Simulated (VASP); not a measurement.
# KCl (Sylvite) (Fm-3m) in VASP: notebook

The runs below take KCl (Sylvite) through single point, with PBE, BLYP+D3(BJ), PBE0, HSE06.

Program: VASP 6.6.1. These are calculated values, not measurements. Logs are shortened: lines on timing, memory, paths and dates and some standing lists are left out, and cuts for length are marked.

**What was measured.**

From a printed reference work, monograph, for a bulk crystal of KCl: band gap 8.68 eV.

How close the calculation comes is told below.

## 1. The cell of the first run

The structure is cubic, space group Fm-3m (No. 225). The conventional cell has a = 6.293 Å, b = 6.293 Å, c = 6.293 Å, α = 90.00°, β = 90.00°, γ = 90.00°. Within 4.1 Å of K (site symmetry m-3m) lie 6 Cl at 3.15 Å. Cl (site symmetry m-3m) has 6 K at 3.15 Å within 4.1 Å.

## 2. Single point, PBE

INCAR

```
  ALGO = Normal
  EDIFF = 1E-6
  ENCUT = 520
  GGA = PE
  ISIF = 2
  ISMEAR = 0
  LASPH = True
  LCHARG = True
  LELF = True
  LREAL = False
  LVHAR = True
  LWAVE = False
  NBANDS = 15
  NELM = 80
  PREC = Accurate
  SIGMA = 0.02
```

KPOINTS

```
k-points
0
Gamma
  7 7 7
```

POSCAR

```
KCl
1.0
    4.4497805500      0.0000000000      0.0000000000
    2.2248902750      3.8536229976      0.0000000000
    2.2248902750      1.2845409992      3.6332306050
K Cl
1 1
Direct
    0.0000000000      0.0000000000      0.0000000000
    0.5000000000      0.5000000000      0.5000000000
```

Potentials or basis: VASP PAW PBE potentials, release 64 (K_sv, Cl).

On the command line:

```console
> cat potpaw_PBE.64/K_sv/POTCAR potpaw_PBE.64/Cl/POTCAR > POTCAR
> mpirun -np 1 vasp_std > vasp.out
```

OUTCAR:

```text
EDIFF = 1E-6
   ENCUT = 520
   GGA = PE
   ISIF = 2
   ISMEAR = 0
   LASPH = True
   LREAL = False
   NELM = 80
   PREC = Accurate

 ion  position               nearest neighbor table
   1  0.000  0.000  0.000-   2 3.15   2 3.15   2 3.15   2 3.15   2 3.15   2 3.15
   2  0.500  0.500  0.500-   1 3.15   1 3.15   1 3.15   1 3.15   1 3.15   1 3.15

  LATTYP: Found a face centered cubic cell.
 ALAT       =     6.2929400034

  Lattice vectors:

 A1 = (   4.4497805500,   0.0000000000,   0.0000000000)
 A2 = (   2.2248902750,   3.8536229976,   0.0000000000)
 A3 = (   2.2248902750,   1.2845409992,   3.6332306050)

Analysis of symmetry for initial positions (statically):
=====================================================================
 Subroutine PRICEL returns:
 Original cell was already a primitive cell.

 Routine SETGRP: Setting up the symmetry group for a
 face centered cubic supercell.

 Subroutine GETGRP returns: Found 48 space group operations
 (whereof 48 operations were pure point group operations)
 out of a pool of 48 trial point group operations.

The static configuration has the point symmetry O_h .

Analysis of symmetry for dynamics (positions and initial velocities):
=====================================================================
 Subroutine PRICEL returns:
 Original cell was already a primitive cell.

 Routine SETGRP: Setting up the symmetry group for a
 face centered cubic supercell.

 Subroutine GETGRP returns: Found 48 space group operations
 (whereof 48 operations were pure point group operations)
 out of a pool of 48 trial point group operations.

The dynamic configuration has the point symmetry O_h .

 Subroutine INISYM returns: Found 48 space group operations
 (whereof 48 operations are pure point group operations),
 and found     1 'primitive' translations

----------------------------------------------------------------------------------------

                                     Primitive cell

  volume of cell :      62.3018

  direct lattice vectors                    reciprocal lattice vectors
     4.449780550  0.000000000  0.000000000     0.224730184 -0.129748032 -0.091745713
     2.224890275  3.853622998  0.000000000     0.000000000  0.259496064 -0.091745713
     2.224890275  1.284540999  3.633230605     0.000000000  0.000000000  0.275237140

  length of vectors
     4.449780550  4.449780550  4.449780550     0.275237140  0.275237140  0.275237140

  position of ions in fractional coordinates (direct lattice)
[... 8 lines left out ...]
----------------------------------------------------------------------------------------

 KPOINTS: k-points

Automatic generation of k-mesh.
 Grid dimensions read from file:
 generate k-points for:    7    7    7

 Generating k-lattice:

  Cartesian coordinates                     Fractional coordinates (reciprocal lattice)
     0.032104312 -0.018535433 -0.013106530     0.142857143  0.000000000 -0.000000000
     0.000000000  0.037070866 -0.013106530     0.000000000  0.142857143  0.000000000
     0.000000000  0.000000000  0.039319591     0.000000000  0.000000000  0.142857143

  Length of vectors
     0.039319591  0.039319591  0.039319591

  Shift w.r.t. Gamma in fractional coordinates (k-lattice)
     0.000000000  0.000000000  0.000000000

 Subroutine IBZKPT returns following result:
 ===========================================

 Found     20 irreducible k-points:

 Following reciprocal coordinates:
            Coordinates               Weight
  0.000000  0.000000  0.000000      1.000000
  0.142857 -0.000000  0.000000      8.000000
  0.285714  0.000000  0.000000      8.000000
  0.428571  0.000000  0.000000      8.000000
  0.142857  0.142857  0.000000      6.000000
  0.285714  0.142857  0.000000     24.000000
[... 12 lines left out ...]
 -0.428571  0.428571  0.142857     24.000000
 -0.285714  0.428571  0.142857     24.000000
   k-points           NKPTS =     20   k-points in BZ     NKDIM =     20   number of bands    NBANDS=     15
   number of dos      NEDOS =    301   number of ions     NIONS =      2
   total plane-waves  NPLWV =  46656
   dimension x,y,z NGX =    36 NGY =   36 NGZ =   36
   dimension x,y,z NGXF=    72 NGYF=   72 NGZF=   72
   ions per type =               1   1
   NGX,Y,Z   is equivalent  to a cutoff of  13.45, 13.45, 13.45 a.u.
   NGXF,Y,Z  is equivalent  to a cutoff of  26.90, 26.90, 26.90 a.u.
 SYSTEM =  unknown system
   PREC   = accura    normal or accurate (medium, high low for compatibility)
   ISTART =      0    job   : 0-new  1-cont  2-samecut
   ICHARG =      2    charge: 1-file 2-atom 10-const
   ISPIN  =      1    spin polarized calculation?
   LNONCOLLINEAR =      F non collinear calculations
   LSORBIT =      F    spin-orbit coupling
   LASPH  =      T    aspherical Exc in radial PAW
   ENCUT  =  520.0 eV  38.22 Ry    6.18 a.u.   8.27  8.27  8.27*2*pi/ulx,y,z
   NELM   =     80;   NELMIN=  2; NELMDL= -5     # of ELM steps
   EDIFF  = 0.1E-05   stopping-criterion for ELM
   LREAL  =      F    real-space projection
   EDIFFG = 0.1E-04   stopping-criterion for IOM
   NSW    =      0    number of steps for IOM
   IBRION =     -1    ionic relax: 0-MD 1-quasi-New 2-CG
   NFREE  =      0    steps in history (QN), initial steepest desc. (CG)
   ISIF   =      2    stress and relaxation
   ISYM   =      2    0-nonsym 1-usesym 2-fastsym
   POTIM  = 0.5000    time-step for ionic-motion
   TEBEG  =    0.0;   TEEND  =   0.0 temperature during run
   PSTRESS=    0.0 pullay stress
   NELECT =      16.0000    total number of electrons
   NUPDOWN=      -1.0000    fix difference up-down
   EMIN   =  10.00;   EMAX   =-10.00  energy-range for DOS
   EFERMI =   0.00;   METHOD = LEGACY
   ISMEAR =     0;   SIGMA  =   0.02  broadening in eV -4-tet -1-fermi 0-gaus
   EFERMI_NEDOS =   21; number of points for ismear=-14 and -15
   IALGO  =     38    algorithm
   IMIX   =      4    mixing-type and parameters
     AMIX     =   0.40;   BMIX     =  1.00
     AMIX_MAG =   1.60;   BMIX_MAG =  1.00
  volume/ion in A,a.u.               =      31.15       210.22
  Fermi-wavevector in a.u.,A,eV,Ry     =   1.040594  1.966437 14.732871  1.082835
  Thomas-Fermi vector in A             =   2.175177
   LORBIT       =      0    0 simple, 1 ext, 2 COOP (PROOUT), +10 PAW based schemes
   GGA     = PE    functional components
   LHFCALC =     F    Hartree Fock is set to
   AEXX    =    0.0000 exact exchange contribution
   IVDW    =     0    specifies the selected vdW correction
   LEPSILON=     F    determine dielectric tensor
   LRPA    =     F    only Hartree local field effects (RPA)
 non-spin polarized calculation
 Gauss-broadening in eV      SIGMA  =   0.02
  energy-cutoff  :      520.00
  volume of cell :       62.30
 maximum number of plane-waves:      1693
 NGX is ok and might be reduce to    36
   NGX = 17   NGY = 17   NGZ = 17

 number of electron      16.0000001 magnetization

 Free energy of the ion-electron system (eV)
  ---------------------------------------------------
  ext. energy  EPLUGINS =         0.00000000
  ---------------------------------------------------
  free energy    TOTEN  =        -6.80389921 eV

  energy without entropy =       -6.80389921  energy(sigma->0) =       -6.80389921

 E-fermi :  -1.6681     XC(G=0):  -7.5391

 val. band max:       -1.8421402070   @ k =   0.0000   0.0000   0.0000
 cond. band min:       3.3447428766   @ k =   0.0000   0.0000   0.0000
 fundamental gap:      5.1868830837
 Fermi energy:        -1.6680902704

 k-point     1 :       0.0000    0.0000    0.0000
  band No.  band energies     occupation
      1     -29.0402      2.00000
      2     -13.9598      2.00000
      3     -12.5010      2.00000
      4     -12.5010      2.00000
      5     -12.5010      2.00000
      6      -1.8421      2.00000
      7      -1.8421      2.00000
      8      -1.8421      2.00000
      9       3.3447      0.00000
     10       6.5386      0.00000
     11       6.5386      0.00000
     12       6.5386      0.00000
     13       7.4152      0.00000
     14       7.4152      0.00000
     15      11.1402      0.00000

 k-point     2 :       0.1429   -0.0000    0.0000
  band No.  band energies     occupation
      1     -29.0382      2.00000
      2     -13.9990      2.00000
      3     -12.5027      2.00000
      4     -12.5027      2.00000
      5     -12.4517      2.00000
      6      -2.0830      2.00000
      7      -1.9069      2.00000
      8      -1.9069      2.00000
      9       3.8246      0.00000
     10       6.3969      0.00000
     11       6.7931      0.00000
     12       6.7931      0.00000
     13       7.6911      0.00000
     14       7.6911      0.00000
     15      11.8629      0.00000

 k-point     3 :       0.2857    0.0000    0.0000
  band No.  band energies     occupation
      1     -29.0337      2.00000
      2     -14.0793      2.00000
      3     -12.5067      2.00000
      4     -12.5067      2.00000
      5     -12.3483      2.00000
      6      -2.5404      2.00000
      7      -2.0458      2.00000
      8      -2.0458      2.00000
      9       4.8760      0.00000
     10       6.3503      0.00000
     11       7.5042      0.00000
     12       7.5042      0.00000
     13       8.4284      0.00000
     14       8.4284      0.00000
     15      11.4284      0.00000

 k-point     4 :       0.4286    0.0000    0.0000
  band No.  band energies     occupation
      1     -29.0301      2.00000
      2     -14.1375      2.00000
      3     -12.5098      2.00000
      4     -12.5098      2.00000
      5     -12.2711      2.00000
      6      -2.8530      2.00000
      7      -2.1515      2.00000
      8      -2.1515      2.00000
      9       5.6513      0.00000
     10       6.6710      0.00000
     11       8.4517      0.00000
     12       8.4517      0.00000
     13       9.3069      0.00000
     14       9.3069      0.00000
     15      10.4455      0.00000
[... 235 lines left out ...]
 k-point    18 :      -0.4286    0.2857    0.1429
  band No.  band energies     occupation
      1     -29.0280      2.00000
      2     -14.0368      2.00000
      3     -12.5643      2.00000
      4     -12.5388      2.00000
      5     -12.3696      2.00000
      6      -2.6284      2.00000
      7      -2.2344      2.00000
      8      -2.1698      2.00000
      9       5.9491      0.00000
     10       6.3460      0.00000
     11       7.9804      0.00000
     12       8.5278      0.00000
     13       9.0406      0.00000
     14       9.5484      0.00000
     15      10.0555      0.00000

 k-point    19 :      -0.4286    0.4286    0.1429
  band No.  band energies     occupation
      1     -29.0269      2.00000
      2     -13.9440      2.00000
      3     -12.5995      2.00000
      4     -12.5696      2.00000
      5     -12.4569      2.00000
      6      -2.4872      2.00000
      7      -2.1993      2.00000
      8      -2.1592      2.00000
      9       5.2856      0.00000
     10       6.6617      0.00000
     11       7.7013      0.00000
     12       8.6296      0.00000
     13       8.8752      0.00000
     14       9.6568      0.00000
     15      10.1729      0.00000

 k-point    20 :      -0.2857    0.4286    0.1429
  band No.  band energies     occupation
      1     -29.0266      2.00000
      2     -13.9715      2.00000
      3     -12.6054      2.00000
      4     -12.5696      2.00000
      5     -12.4101      2.00000
      6      -2.4228      2.00000
      7      -2.3473      2.00000
      8      -2.2056      2.00000
      9       5.8859      0.00000
     10       6.5878      0.00000
     11       7.6872      0.00000
     12       8.0798      0.00000
     13       9.5430      0.00000
     14       9.6361      0.00000
     15      10.4836      0.00000

------------------------ aborting loop because EDIFF is reached ----------------------------------------

  FORCE on cell =-STRESS in cart. coord.  units (eV):
  Direction    XX          YY          ZZ          XY          YZ          ZX
  --------------------------------------------------------------------------------------
  -------------------------------------------------------------------------------------
  Total        0.3044164      0.3044164      0.3044164      0.0000000      0.0000000      0.0000000
  in kB        7.8284869      7.8284869      7.8284869      0.0000000      0.0000000      0.0000000
  external PRESSURE =       7.8284869 kB  Pullay stress =       0.0000000 kB

 VOLUME and BASIS-vectors are now :
 -----------------------------------------------------------------------------
  energy-cutoff  :      520.00
  volume of cell :       62.30
      direct lattice vectors                 reciprocal lattice vectors
     4.449780550  0.000000000  0.000000000     0.224730184 -0.129748032 -0.091745713
     2.224890275  3.853622998  0.000000000     0.000000000  0.259496064 -0.091745713
     2.224890275  1.284540999  3.633230605     0.000000000  0.000000000  0.275237140

 POSITION                                       TOTAL-FORCE (eV/Angst)
 -----------------------------------------------------------------------------------
      0.00000      0.00000      0.00000         0.000000      0.000000      0.000000
      4.44978      2.56908      1.81662        -0.000000     -0.000000      0.000000
 -----------------------------------------------------------------------------------
    total drift:                                0.000000      0.000000      0.000000

  FREE ENERGIE OF THE ION-ELECTRON SYSTEM (eV)
  ---------------------------------------------------
  free  energy   TOTEN  =        -6.8038992051 eV

  energy  without entropy=       -6.8038992051  energy(sigma->0) =       -6.80389921
```

It took 16 s on 1 thread of Intel Xeon Platinum 8488C (Sapphire Rapids), shared host; peak memory 0.2 GiB.

What came out:

```
Free energy            : -6.8039 eV
Pressure               : 0.8 GPa
Band gap on the k mesh : 5.19 eV, direct
```

[end of part 1 of 2]
